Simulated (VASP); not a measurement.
# Hg (I4/mmm) in VASP: further runs

The runs below take Hg through density of states, optical spectrum, band structure, with optB88-vdW, PBE+ULG, PBE+D2, LDA.

Everything below comes from runs of VASP 6.6.1. Logs are shortened: lines on timing, memory, paths and dates and some standing lists are left out, and cuts for length are marked.

### 1 The structure

Symmetry: I4/mmm, No. 139, tetragonal system. Conventional cell: a = 3.753 Å, b = 3.753 Å, c = 3.834 Å, α = 90.00°, β = 90.00°, γ = 90.00°. Hg (site symmetry 4/mmm) is surrounded by 12 Hg at 3.27 to 3.75 Å.

### 2 Density of states, optB88-vdW (cell strained at random at fixed volume)

POSCAR reads:

```
Hg
1.0
   -1.8941620000      1.8515640000      1.8945880000
    1.9015910000     -1.8419600000      1.8924590000
    1.9265440000      1.8743420000     -1.8851850000
Hg
1
Direct
    0.4888750000      0.4895150000     -0.0247150000
```

INCAR.step1 reads:

```
PREC     = Accurate       # precision mode
ENCUT    = 520            # plane-wave cutoff, eV
EDIFF    = 1E-6           # SCF threshold, eV
ISMEAR   = 1              # smearing method
SIGMA    = 0.1            # smearing width, eV
LREAL    = On           
LASPH    = T              # aspherical terms in the spheres
NELM     = 60             # most SCF steps
ALGO     = Fast           # electronic algorithm
ISIF     = 2              # what is computed and relaxed
LWAVE    = F              # write WAVECAR
LCHARG   = T              # write CHGCAR
GGA      = BO             # functional
LUSE_VDW = T            
AGGAC    = 0.0          
PARAM1   = 0.1833333333 
PARAM2   = 0.22
```

KPOINTS.step1 reads:

```
regular mesh
0
Gamma
  10 10 10
```

INCAR.step2 reads:

```
PREC     = Accurate       # precision mode
ENCUT    = 520            # plane-wave cutoff, eV
EDIFF    = 1E-6           # SCF threshold, eV
ISMEAR   = -5             # smearing method
SIGMA    = 0.1            # smearing width, eV
LREAL    = On           
LASPH    = T              # aspherical terms in the spheres
NELM     = 60             # most SCF steps
ALGO     = Fast           # electronic algorithm
ISIF     = 2              # what is computed and relaxed
LWAVE    = F              # write WAVECAR
LCHARG   = F              # write CHGCAR
GGA      = BO             # functional
LUSE_VDW = T            
AGGAC    = 0.0          
PARAM1   = 0.1833333333 
PARAM2   = 0.22         
LORBIT   = 10             # projections on sites
NEDOS    = 1001           # points of the DOS
ICHARG   = 11             # starting density
```

KPOINTS.step2 reads:

```
regular mesh
0
Gamma
  15 15 15
```

Potentials or basis: VASP PAW PBE potentials, release 64 (Hg).

Started as:

```sh
$ cat potpaw_PBE.64/Hg/POTCAR > POTCAR
$ cp INCAR.step1 INCAR
$ cp KPOINTS.step1 KPOINTS
$ mpirun -np 1 vasp_std > vasp.out
$ cp INCAR.step2 INCAR
$ cp KPOINTS.step2 KPOINTS
$ mpirun -np 1 vasp_std > vasp.out
```

OUTCAR:

```text
PREC = Accurate
   ENCUT = 520
   EDIFF = 1E-6
   ISMEAR = -5
   LREAL = On
   LASPH = T
   NELM = 60
   ISIF = 2
   GGA = BO
   LORBIT = 10
   ICHARG = 11

 ion  position               nearest neighbor table
   1  0.489  0.490  0.975-

  LATTYP: Found a triclinic cell.
 ALAT       =     9.2673817285
 B/A-ratio  =     0.3542624951
 C/A-ratio  =     0.5747279278
 COS(alpha) =     0.0045000373
 COS(beta)  =     0.2951953689
 COS(gamma) =     0.9421101485

  Lattice vectors:

 A1 = (   3.8456590000,   3.7390800000,  -7.5574170000)
 A2 = (   1.9265440000,   1.8743420000,  -1.8851850000)
 A3 = (  -0.0398110000,  -3.7355100000,  -3.7964500000)

Analysis of symmetry for initial positions (statically):
=====================================================================
 Subroutine PRICEL returns:
 Original cell was already a primitive cell.

 Routine SETGRP: Setting up the symmetry group for a
 triclinic supercell.

 Subroutine GETGRP returns: Found  2 space group operations
 (whereof  1 operations were pure point group operations)
 out of a pool of  2 trial point group operations.

The static configuration has the point symmetry C_1 .
 The point group associated with its full space group is S_2 .

Analysis of symmetry for dynamics (positions and initial velocities):
=====================================================================
 Subroutine PRICEL returns:
 Original cell was already a primitive cell.

 Routine SETGRP: Setting up the symmetry group for a
 triclinic supercell.

 Subroutine GETGRP returns: Found  2 space group operations
 (whereof  1 operations were pure point group operations)
 out of a pool of  2 trial point group operations.

The dynamic configuration has the point symmetry C_1 .
 The point group associated with its full space group is S_2 .

 Subroutine INISYM returns: Found  2 space group operations
 (whereof  1 operations are pure point group operations),
 and found     1 'primitive' translations

----------------------------------------------------------------------------------------

                                     Primitive cell

  volume of cell :      27.0056

  direct lattice vectors                    reciprocal lattice vectors
    -1.894162000  1.851564000  1.894588000    -0.002765355  0.267750433  0.263384391
     1.901591000 -1.841960000  1.892459000     0.260747813 -0.002931296  0.263553913
     1.926544000  1.874342000 -1.885185000     0.258974762  0.266143323 -0.001182970

  length of vectors
     3.256624421  3.254268895  3.283085774     0.375591905  0.370754204  0.371351040

  position of ions in fractional coordinates (direct lattice)
     0.488875000  0.489515000  0.975285000

  ion indices of the primitive-cell ions
   primitive index   ion index
                 1           1

----------------------------------------------------------------------------------------

 KPOINTS: regular mesh

Automatic generation of k-mesh.
 Grid dimensions read from file:
 generate k-points for:   15   15   15

 Generating k-lattice:

  Cartesian coordinates                     Fractional coordinates (reciprocal lattice)
    -0.000184357  0.017850029  0.017558959     0.066666667  0.000000000  0.000000000
     0.017383188 -0.000195420  0.017570261     0.000000000  0.066666667  0.000000000
     0.017264984  0.017742888 -0.000078865    -0.000000000 -0.000000000  0.066666667

  Length of vectors
     0.025039460  0.024716947  0.024756736

  Shift w.r.t. Gamma in fractional coordinates (k-lattice)
     0.000000000  0.000000000  0.000000000

 TETIRR: Found  10122 inequivalent tetrahedra from    20250

 Subroutine IBZKPT returns following result:
 ===========================================

 Found   1688 irreducible k-points:

 Following reciprocal coordinates:
            Coordinates               Weight
  0.000000  0.000000  0.000000      1.000000
  0.066667  0.000000  0.000000      2.000000
  0.133333  0.000000  0.000000      2.000000
  0.200000  0.000000  0.000000      2.000000
  0.266667  0.000000  0.000000      2.000000
  0.333333  0.000000  0.000000      2.000000
[... 16 lines left out ...]
 -0.066667  0.066667 -0.000000      2.000000
  0.000000  0.133333  0.000000      2.000000
 [... further k-points ...]
   k-points           NKPTS =   1688   k-points in BZ     NKDIM =   1688   number of bands    NBANDS=     10
   number of dos      NEDOS =   1001   number of ions     NIONS =      1
   total plane-waves  NPLWV =  13824
   dimension x,y,z NGX =    24 NGY =   24 NGZ =   24
   dimension x,y,z NGXF=    48 NGYF=   48 NGZF=   48
   ions per type =               1
   NGX,Y,Z   is equivalent  to a cutoff of  12.25, 12.26, 12.15 a.u.
   NGXF,Y,Z  is equivalent  to a cutoff of  24.50, 24.52, 24.31 a.u.
 SYSTEM =  unknown system
   PREC   = accura    normal or accurate (medium, high low for compatibility)
   ISTART =      0    job   : 0-new  1-cont  2-samecut
   ICHARG =     11    charge: 1-file 2-atom 10-const
   ISPIN  =      1    spin polarized calculation?
   LNONCOLLINEAR =      F non collinear calculations
   LSORBIT =      F    spin-orbit coupling
   LASPH  =      T    aspherical Exc in radial PAW
   ENCUT  =  520.0 eV  38.22 Ry    6.18 a.u.   6.06  6.05  6.10*2*pi/ulx,y,z
   NELM   =     60;   NELMIN=  2; NELMDL=  0     # of ELM steps
   EDIFF  = 0.1E-05   stopping-criterion for ELM
   LREAL  =      T    real-space projection
   EDIFFG = 0.1E-04   stopping-criterion for IOM
   NSW    =      0    number of steps for IOM
   IBRION =     -1    ionic relax: 0-MD 1-quasi-New 2-CG
   NFREE  =      0    steps in history (QN), initial steepest desc. (CG)
   ISIF   =      2    stress and relaxation
   ISYM   =      2    0-nonsym 1-usesym 2-fastsym
   POTIM  = 0.5000    time-step for ionic-motion
   TEBEG  =    0.0;   TEEND  =   0.0 temperature during run
   PSTRESS=    0.0 pullay stress
   NELECT =      12.0000    total number of electrons
   NUPDOWN=      -1.0000    fix difference up-down
   EMIN   =  10.00;   EMAX   =-10.00  energy-range for DOS
   EFERMI =   0.00;   METHOD = LEGACY
   ISMEAR =    -5;   SIGMA  =   0.10  broadening in eV -4-tet -1-fermi 0-gaus
   EFERMI_NEDOS =   21; number of points for ismear=-14 and -15
   IALGO  =     68    algorithm
   IMIX   =      4    mixing-type and parameters
     AMIX     =   0.40;   BMIX     =  1.00
     AMIX_MAG =   1.60;   BMIX_MAG =  1.00
  volume/ion in A,a.u.               =      27.01       182.24
  Fermi-wavevector in a.u.,A,eV,Ry     =   1.249254  2.360748 21.233734  1.560635
  Thomas-Fermi vector in A             =   2.383303
   LORBIT       =     10    0 simple, 1 ext, 2 COOP (PROOUT), +10 PAW based schemes
   GGA     = BO    functional components
   LHFCALC =     F    Hartree Fock is set to
   AEXX    =    0.0000 exact exchange contribution
   IVDW_NL    =     1    kernel type
   BPARAM     = 6.3000
   IVDW    =     0    specifies the selected vdW correction
   LEPSILON=     F    determine dielectric tensor
   LRPA    =     F    only Hartree local field effects (RPA)
 non-spin polarized calculation
 RMM-DIIS sequential band-by-band and
 Fermi weights with tetrahedron method with Bloechl corrections
  energy-cutoff  :      520.00
  volume of cell :       27.01
 maximum number of plane-waves:       738

 number of electron      12.0000001 magnetization

 Free energy of the ion-electron system (eV)
  ---------------------------------------------------
  ext. energy  EPLUGINS =         0.00000000
  ---------------------------------------------------
  free energy    TOTEN  =         6.16079350 eV

  energy without entropy =        6.16079350  energy(sigma->0) =        6.16079350

 E-fermi :   0.9657     XC(G=0): -10.1440

 val. band max:        1.0856002347   @ k =   0.4667  -0.3333   0.4000
 cond. band min:       0.6824306169   @ k =  -0.0667   0.4667   0.1333
 fundamental gap:     -0.4031696179
 Fermi energy:         0.9657485919

 k-point     1 :       0.0000    0.0000    0.0000
  band No.  band energies     occupation
      1      -7.1320      2.00000
      2      -4.4573      2.00000
      3      -4.4092      2.00000
      4      -4.3477      2.00000
      5      -3.7555      2.00000
      6      -3.7226      2.00000
      7      14.6537      0.00000
      8      14.8671      0.00000
      9      15.1135      0.00000
     10      16.5167      0.00000

 k-point     2 :       0.0667    0.0000    0.0000
  band No.  band energies     occupation
      1      -7.0247      2.00000
      2      -4.4605      2.00000
      3      -4.3902      2.00000
      4      -4.3322      2.00000
      5      -3.7536      2.00000
      6      -3.7372      2.00000
      7      13.8825      0.00000
      8      14.3506      0.00000
      9      14.6721      0.00000
     10      16.1299      0.00000

 k-point     3 :       0.1333    0.0000    0.0000
  band No.  band energies     occupation
      1      -6.7111      2.00000
      2      -4.4971      2.00000
      3      -4.3570      2.00000
      4      -4.2350      2.00000
      5      -3.7730      2.00000
      6      -3.7451      2.00000
      7      11.7088      0.00000
      8      13.4096      0.00000
      9      13.8501      0.00000
     10      15.6483      0.00000

 k-point     4 :       0.2000    0.0000    0.0000
  band No.  band energies     occupation
      1      -6.2268      2.00000
      2      -4.5588      2.00000
      3      -4.3078      2.00000
      4      -4.0502      2.00000
      5      -3.8025      2.00000
      6      -3.7334      2.00000
      7       9.2814      0.00000
      8      12.3122      0.00000
      9      12.9250      0.00000
     10      15.2554      0.00000
[... 222 lines left out ...]
 k-point    22 :      -0.1333    0.0667   -0.0000
  band No.  band energies     occupation
      1      -6.8067      2.00000
      2      -4.4523      2.00000
      3      -4.3676      2.00000
      4      -4.2956      2.00000
      5      -3.7794      2.00000
      6      -3.7389      2.00000
      7      12.6037      0.00000
      8      13.6214      0.00000
      9      13.9113      0.00000
     10      16.0092      0.00000

 k-point    23 :      -0.0667    0.0667   -0.0000
  band No.  band energies     occupation
      1      -7.0224      2.00000
      2      -4.4254      2.00000
      3      -4.3991      2.00000
      4      -4.3544      2.00000
      5      -3.7674      2.00000
      6      -3.7292      2.00000
      7      14.1059      0.00000
      8      14.4153      0.00000
      9      14.5519      0.00000
     10      16.1458      0.00000

 k-point    24 :       0.0000    0.1333    0.0000
  band No.  band energies     occupation
      1      -6.7224      2.00000
      2      -4.4586      2.00000
      3      -4.4065      2.00000
      4      -4.2114      2.00000
      5      -3.8054      2.00000
      6      -3.7284      2.00000
      7      11.3985      0.00000
      8      13.6836      0.00000
      9      14.0955      0.00000
     10      15.9309      0.00000

 [... further k-points ...]
[... 5 lines left out ...]
  --------------------------------------------------------------------------------------
  -------------------------------------------------------------------------------------
  Total       -4.7051366     -2.3131924     -1.0051050      1.9916519      1.8569286     -1.1199302
  in kB     -279.1446251   -137.2362340    -59.6304998    118.1599952    110.1671815    -66.4428095
  external PRESSURE =    -158.6704530 kB  Pullay stress =       0.0000000 kB

 VOLUME and BASIS-vectors are now :
 -----------------------------------------------------------------------------
  energy-cutoff  :      520.00
  volume of cell :       27.01
      direct lattice vectors                 reciprocal lattice vectors
    -1.894162000  1.851564000  1.894588000    -0.002765355  0.267750433  0.263384391
     1.901591000 -1.841960000  1.892459000     0.260747813 -0.002931296  0.263553913
     1.926544000  1.874342000 -1.885185000     0.258974762  0.266143323 -0.001182970

 POSITION                                       TOTAL-FORCE (eV/Angst)
 -----------------------------------------------------------------------------------
      1.88378      1.83153      0.01401         0.000000      0.000000      0.000000
 -----------------------------------------------------------------------------------
    total drift:                                0.000003      0.000006     -0.000001

  FREE ENERGIE OF THE ION-ELECTRON SYSTEM (eV)
  ---------------------------------------------------
  free  energy   TOTEN  =         6.1607935039 eV

  energy  without entropy=        6.1607935039  energy(sigma->0) =        6.16079350

Total vdW correction in eV:      2.0604376

 total charge

# of ion       s       p       d       tot
------------------------------------------
    1        0.666   0.075   9.009   9.751
```

Wall time 2.7 min (1 thread of Intel Xeon Platinum 8488C (Sapphire Rapids), shared host); peak memory 0.5 GiB.

The run converged, but some of its settings lie outside the range that counts as converged, so its numbers aren't taken as properties of the crystal.

Results:

```yaml
Valence_electrons_inside_the_program's_atomic_spheres: Hg 9.75
```

Caveat: the PAW data sets were made with another functional, which shifts forces and pressure a little; tetrahedron occupations give inexact forces and stress in metals.

[end of part 1 of 2]
